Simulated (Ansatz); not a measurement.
**Where the states of As lie**

```yaml
crystal:
  lattice:
    - [2.72930, 0.00000, 0.00000]
    - [0.00000, 2.72930, 0.00000]
    - [0.00000, 0.00000, 2.72930]
  atoms:
    - { symbol: As, position: [0.00000, 0.00000, 0.00000] }
```

The structure comes from a relaxation in the same program, started in the sc type, and has space group Pm-3m. Whether it is a known phase or the ground state wasn't checked.

Level of theory: Ansatz 0.2.0, DFT, PBE, all-electron LAPW, scalar-relativistic.

Settings: a Γ-centred 13×13×13 k mesh, Fermi–Dirac smearing of 0.03 eV, basis error target 0.5 meV/atom, no spin polarisation.

States per eV and cell, averaged over 0.4 eV, from -13.0 to 5.6 eV, with energies (bin centres) from the Fermi level; empty bins are left out. 

| E (eV) | total |
| --- | --- |
| -12.9 | 0.26 |
| -12.5 | 0.30 |
| -12.1 | 0.36 |
| -11.7 | 0.47 |
| -11.3 | 0.44 |
| -10.9 | 0.41 |
| -10.5 | 0.38 |
| -10.1 | 0.35 |
| -9.7 | 0.32 |
| -9.3 | 0.29 |
| -8.9 | 0.26 |
| -8.5 | 0.17 |
| -8.1 | 0.12 |
| -7.7 | 0.09 |
| -7.3 | 0.07 |
| -6.9 | 0.05 |
| -6.5 | 0.12 |
| -6.1 | 0.20 |
| -5.7 | 0.26 |
| -5.3 | 0.31 |
| -4.9 | 0.38 |
| -4.5 | 0.49 |
| -4.1 | 0.63 |
| -3.7 | 0.61 |
| -3.3 | 0.59 |
| -2.9 | 0.62 |
| -2.5 | 0.57 |
| -2.1 | 0.56 |
| -1.7 | 0.56 |
| -1.3 | 0.49 |
| -0.9 | 0.44 |
| -0.5 | 0.45 |
| -0.1 | 0.43 |
| 0.3 | 0.42 |
| 0.7 | 0.43 |
| 1.1 | 0.44 |
| 1.5 | 0.40 |
| 1.9 | 0.41 |
| 2.3 | 0.42 |
| 2.7 | 0.46 |
| 3.1 | 0.55 |
| 3.5 | 0.56 |
| 3.9 | 0.63 |
| 4.3 | 0.65 |
| 4.7 | 0.65 |
| 5.1 | 0.69 |
| 5.5 | 0.75 |
